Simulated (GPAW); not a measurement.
# Zr (Fm-3m) in GPAW: reference runs

Aim: a first look at Zr with PBE, on the cell as given.

Everything below comes from runs of GPAW 26.7.0. Logs are shortened: lines on timing, memory, paths and dates and some standing lists are left out, and cuts for length are marked. The log counts tension as positive stress, the text compression.

**1. Starting point**

It takes space group Fm-3m (No. 225, cubic). Conventional cell: a = 4.510 Å, b = 4.510 Å, c = 4.510 Å, α = 90.00°, β = 90.00°, γ = 90.00°. Around Zr (site symmetry m-3m) lie 12 Zr at 3.19 Å.

This isn't the form of Zr at room conditions, which is hcp.

**2. Single point, PBE**

Contents of run.py:

```python
from ase import Atoms
from ase.dft.bandgap import bandgap
from ase.io import write
from ase.units import Bohr, GPa
from gpaw import GPAW, PW
from gpaw.elf import elf_from_dft_calculation

atoms = Atoms(['Zr'],
              cell=[[0.0, 2.255, 2.255],
                    [2.255, 0.0, 2.255],
                    [2.255, 2.255, 0.0]],
              scaled_positions=[[0.0, 0.0, 0.0]],
              pbc=True)

calc = GPAW(mode=PW(600),
            xc='PBE',
            kpts={'size': (10, 10, 10), 'gamma': True},
            occupations={'name': 'fermi-dirac', 'width': 0.05},
            nbands=14,
            convergence={'density': 1e-05, 'energy': 1e-05},
            maxiter=150,
            txt='gpaw.txt')
atoms.calc = calc
energy = atoms.get_potential_energy()
forces = atoms.get_forces()
stress = atoms.get_stress()
calc.write('gs.gpw')
write('result.traj', atoms)
print(f'Energy: {energy:.6f} eV')
print('Forces (eV/A):')
print(forces.round(4))
print('Stress (GPa):', (stress / GPa).round(3))
print('Fermi level:', round(calc.get_fermi_level(), 4), 'eV')
print(f'Gap: {bandgap(calc)[0]:.4f} eV, direct: {bandgap(calc, direct=True)[0]:.4f} eV')

# fields on the real-space grid
write('density.cube', atoms, data=calc.get_pseudo_density() * Bohr**3)
write('potential.cube', atoms, data=calc.get_electrostatic_potential())
write('elf.cube', atoms, data=elf_from_dft_calculation(calc).data)
```

Potentials or basis: GPAW PAW data sets (gpaw-data 1.2.1), pw.

Launch:

```console
$ OMP_NUM_THREADS=1 python run.py
```

gpaw.txt:

```text
__  _  _
 | _ |_)|_||  |
 |__||  | ||/\| - 26.7.0

Input parameters:
  mode=PW(ecut=600.0),
  convergence={'density': 1e-05, 'energy': 1e-05},
  kpts=MonkhorstPack(size=(10, 10, 10), gamma=True),
  maxiter=150,
  nbands=14,
  occupations=Occupations(name='fermi-dirac', width=0.05),
  xc=XC(name='PBE')

Diagonalizing LCAO Hamiltonian
Converting LCAO to pw mode

       Zr

Atoms  # Å, Bohr magnetons
|   | symbol |        x |        y |        z |    initial magnetic moments |
|---|--------|----------|----------|----------|-----------------------------|
| 0 |     Zr | 0.000000 | 0.000000 | 0.000000 | ( 0.0000,  0.0000,  0.0000) |

Unit cell  # Å
| periodic |        x |        y |        z |  lengths |    angles |
|----------|----------|----------|----------|----------|-----------|
|      yes | 0.000000 | 2.255000 | 2.255000 | 3.189052 | 60.000000 |
|      yes | 2.255000 | 0.000000 | 2.255000 | 3.189052 | 60.000000 |
|      yes | 2.255000 | 2.255000 | 0.000000 | 3.189052 | 60.000000 |

Number of symmetries: 48
Symmetry operations  # r_c * U_cc + t_c -> r_c
|    | kind |            matrix            |
|----|------|------------------------------|
|  0 |  σ   |  1, 0, 0,  1, 0,-1,  1,-1, 0 |
|  1 |  C2  |  1, 0, 0,  1,-1, 0,  1, 0,-1 |
|  2 |  E   |  1, 0, 0,  0, 1, 0,  0, 0, 1 |
|  3 |  σ   |  1, 0, 0,  0, 0, 1,  0, 1, 0 |
|  4 |  C4  |  1, 0,-1,  1, 0, 0,  1,-1, 0 |
|  5 |  S6  |  1, 0,-1,  1,-1, 0,  1, 0, 0 |
|  6 |  σ   |  1, 0,-1,  0, 1,-1,  0, 0,-1 |
|  7 |  C3  |  1, 0,-1,  0, 0,-1,  0, 1,-1 |
|  8 |  S6  |  1,-1, 0,  1, 0, 0,  1, 0,-1 |
|  9 |  C4  |  1,-1, 0,  1, 0,-1,  1, 0, 0 |
| 10 |  C3  |  1,-1, 0,  0,-1, 1,  0,-1, 0 |
| 11 |  σ   |  1,-1, 0,  0,-1, 0,  0,-1, 1 |
| 12 |  σ   |  0, 1, 0,  1, 0, 0,  0, 0, 1 |
| 13 |  C4  |  0, 1, 0,  0, 1,-1, -1, 1, 0 |
| 14 |  C3  |  0, 1, 0,  0, 0, 1,  1, 0, 0 |
| 15 |  S6  |  0, 1, 0, -1, 1, 0,  0, 1,-1 |
| 16 |  C2  |  0, 1,-1,  1, 0,-1,  0, 0,-1 |
| 17 |  σ   |  0, 1,-1,  0, 1, 0, -1, 1, 0 |
| 18 |  S4  |  0, 1,-1,  0, 0,-1,  1, 0,-1 |
| 19 |  C4  |  0, 1,-1, -1, 1, 0,  0, 1, 0 |
| 20 |  C3  |  0, 0, 1,  1, 0, 0,  0, 1, 0 |
| 21 |  σ   |  0, 0, 1,  0, 1, 0,  1, 0, 0 |
| 22 |  S6  |  0, 0, 1,  0,-1, 1, -1, 0, 1 |
| 23 |  C4  |  0, 0, 1, -1, 0, 1,  0,-1, 1 |
| 24 |  S4  |  0, 0,-1,  1, 0,-1,  0, 1,-1 |
| 25 |  C3  |  0, 0,-1,  0, 1,-1,  1, 0,-1 |
| 26 |  C2  |  0, 0,-1,  0,-1, 0, -1, 0, 0 |
| 27 |  S6  |  0, 0,-1, -1, 0, 0,  0,-1, 0 |
| 28 |  S4  |  0,-1, 1,  1,-1, 0,  0,-1, 0 |
| 29 |  C4  |  0,-1, 1,  0, 0, 1, -1, 0, 1 |
| 30 |  C2  |  0,-1, 1,  0,-1, 0,  1,-1, 0 |
| 31 |  σ   |  0,-1, 1, -1, 0, 1,  0, 0, 1 |
| 32 |  C3  |  0,-1, 0,  1,-1, 0,  0,-1, 1 |
| 33 |  S6  |  0,-1, 0,  0, 0,-1, -1, 0, 0 |
| 34 |  S4  |  0,-1, 0,  0,-1, 1,  1,-1, 0 |
| 35 |  C2  |  0,-1, 0, -1, 0, 0,  0, 0,-1 |
| 36 |  C2  | -1, 1, 0,  0, 1, 0,  0, 1,-1 |
| 37 |  S6  | -1, 1, 0,  0, 1,-1,  0, 1, 0 |
| 38 |  S4  | -1, 1, 0, -1, 0, 1, -1, 0, 0 |
| 39 |  C3  | -1, 1, 0, -1, 0, 0, -1, 0, 1 |
| 40 |  S6  | -1, 0, 1,  0, 0, 1,  0,-1, 1 |
| 41 |  C2  | -1, 0, 1,  0,-1, 1,  0, 0, 1 |
| 42 |  C3  | -1, 0, 1, -1, 1, 0, -1, 0, 0 |
| 43 |  S4  | -1, 0, 1, -1, 0, 0, -1, 1, 0 |
| 44 |  C2  | -1, 0, 0,  0, 0,-1,  0,-1, 0 |
| 45 |  i   | -1, 0, 0,  0,-1, 0,  0, 0,-1 |
| 46 |  σ   | -1, 0, 0, -1, 1, 0, -1, 0, 1 |
| 47 |  C2  | -1, 0, 0, -1, 0, 1, -1, 1, 0 |

BZ-sampling:
  Number of BZ points: 1000
  Number of IBZ points: 47

  Monkhorst-Pack size: [10, 10, 10]
  Monkhorst-Pack shift: [0.05, 0.05, 0.05]

K-points  # in reciprocal-cell coordinates
|     |                                coordinates |     weight |
|-----|--------------------------------------------|------------|
|   0 | (  0.00000000,   0.00000000,   0.00000000) | 0.00100000 |
|   1 | (  0.10000000,   0.10000000,   0.00000000) | 0.00600000 |
|   2 | (  0.10000000,   0.10000000,   0.10000000) | 0.00800000 |
|   3 | (  0.20000000,   0.10000000,   0.10000000) | 0.01200000 |
|   4 | (  0.20000000,   0.20000000,   0.00000000) | 0.00600000 |
|   5 | (  0.20000000,   0.20000000,   0.10000000) | 0.02400000 |
|   6 | (  0.20000000,   0.20000000,   0.20000000) | 0.00800000 |
|   7 | (  0.30000000,   0.20000000,   0.10000000) | 0.02400000 |
|   8 | (  0.30000000,   0.20000000,   0.20000000) | 0.02400000 |
|   9 | (  0.30000000,   0.30000000,   0.00000000) | 0.00600000 |
| ... |                                            |            |
|  46 | (  0.50000000,   0.50000000,   0.50000000) | 0.00400000 |

Plane wave coefficients: 785
Cutoff: 600.0 eV

Spin-components: 1 (collinear spins)
Bands:           14
Projectors:      6
Spin-degeneracy: 2
Datatype:        complex128

Density:
  Valence electrons: 12.0
  Components: 1
  Grid points: [20 20 20]
  Charge: 0.0  # |e|

Potential:
  Grid points: [20 20 20]

species:
  Zr:
    name:    Zirconium
    Z:       40.0
    valence: 12
    core:    28
    charge:  0.0  # [|e|]
    compensation charges:
      type: gauss
      rc: 0.40  # [Å]
      lmax: 2
    cutoffs:
      filter: 2.39  # [Å]
      core: 1.59  # [Å]
    projectors
    | kind |    occ | energy [eV] | rcut [Å] |
    |------|--------|-------------|----------|
    |   4s |  2.000 |     -54.478 |    1.323 |
    |   5s |  2.000 |      -4.438 |    1.323 |
    |   4p |  6.000 |     -32.467 |    1.334 |
    |   5p |  0.000 |      -1.470 |    1.334 |
    |   4d |  2.000 |      -3.600 |    1.244 |
    |    d |        |      23.611 |    1.244 |

    Using partial waves for Zr as LCAO basis

Reference energy: -97893.571235  # eV

eigensolver:
  PPCG
  Converge bands: occupied
  niter=2

density mixing:
  MSR1-Mixer
  Pratt-step length: 0.05
  Maximum mixing coefficient: 0.75
  Old densities: 10
  SVD Regularization: 0.005
  Good broyden scale: 1.0
  Trust region scale: 1.0
  Backstep threshold: 4.0
  History deletion threshold: 6.0
  Fourier metric: weight=20.0, sigma=0.015

occupation numbers:
  Fermi-Dirac:
    width: 0.0500  # eV

poisson solver:
  ecut: 4800.0  # eV

xc functional:
[... 9 lines left out ...]
|iter     | |      energy | eigst |  dens |
|---------|-|-------------|-------|-------|
|iter:   1| |   -7.487237 | +0.10 |       |
|iter:   2| |   -7.467063 | -2.11 | -1.34 |
|iter:   3| |   -7.367686 | -1.76 | -1.37 |
|iter:   4| |   -7.369637 | -2.97 | -1.97 |
|iter:   5| |   -7.370475 | -4.19 | -2.38 |
|iter:   6| |   -7.370476 | -5.92 | -3.89 |
|iter:   7| |   -7.370477c| -7.18 | -4.36 |
|iter:   8| |   -7.370477c| -8.50c| -5.45c|

Converged in 8 steps
Energy contributions relative to reference atoms: (reference = -97893.571235)

Energy contributions:
  Kinetic:           3.394150
  Coulomb:          -3.735503
  Zero:              0.350559
  External:          0.000000
  Xc:               -7.373630
  Entropy:          -0.012106
  Spinorbit:         0.000000
  ----------------------------
  Free energy:      -7.376530
  Extrapolated:     -7.370477

dipole moment: (-16.456612, -16.456612, -16.456612)  # |e|*Ang

Fermi level: 9.460
Eigenvalues  # (at kpt = [0.000, 0.000, 0.000])
| band index |      eig [eV] | occ [0-2] |
|------------|---------------|-----------|
|          0 |       -39.193 |     2.000 |
|          1 |       -16.707 |     2.000 |
|          2 |       -16.707 |     2.000 |
|          3 |       -16.707 |     2.000 |
|          4 |         3.895 |     2.000 |
|          5 |        10.454 |     0.000 |
|          6 |        10.454 |     0.000 |
|          7 |        10.454 |     0.000 |
|          8 |        12.906 |     0.000 |
|          9 |        12.906 |     0.000 |
|         10 |        20.049 |     0.000 |
|         11 |        24.330 |     0.000 |
|         12 |        24.330 |     0.000 |
|         13 |        24.330 |     0.000 |

No gap
No difference between direct/indirect transitions

Forces  # eV/Ang
|       x |       y |       z |
|---------|---------|---------|
| 0.00000 | 0.00000 | 0.00000 |  # Zr   0

Stress tensor  # eV/Ang^3
|         x |         y |         z |
|-----------|-----------|-----------|
| -0.005607 | -0.000000 | -0.000000 |
| -0.000000 | -0.005607 |  0.000000 |
| -0.000000 |  0.000000 | -0.005607 |

# Writing to gs.gpw (mode='')
```

stdout:

```text
Energy: -7.370477 eV
Forces (eV/A):
[[0. 0. 0.]]
Stress (GPa): [-0.898 -0.898 -0.898  0.    -0.    -0.   ]
Fermi level: 9.4599 eV
Gap: 0.0000 eV, direct: 0.0000 eV
```

Wall time 12 s (1 thread of AMD EPYC 7R43 (Zen 3), shared host); peak memory 0.14 GiB.

What came out:

* Free energy: -7.3765 eV
* Pressure: 0.9 GPa
* Band gap on the k mesh: none (metal or under the smearing width)

Levels at points of the mesh, in eV from the Fermi level:
```csv
k point,band 2,band 3,band 4,band 5,band 6,band 7,band 8,band 9,band 10
"(0.00, 0.00, 0.00)",-26.17,-26.17,-26.17,-5.56,0.99,0.99,0.99,3.45,3.45
"(0.50, 0.50, 0.00)",-27.11,-26.52,-26.52,-3.01,-2.21,3.08,5.27,5.79,5.79
"(0.50, 0.50, 0.50)",-27.17,-26.30,-26.30,-2.96,0.81,0.81,1.16,5.26,5.26
```
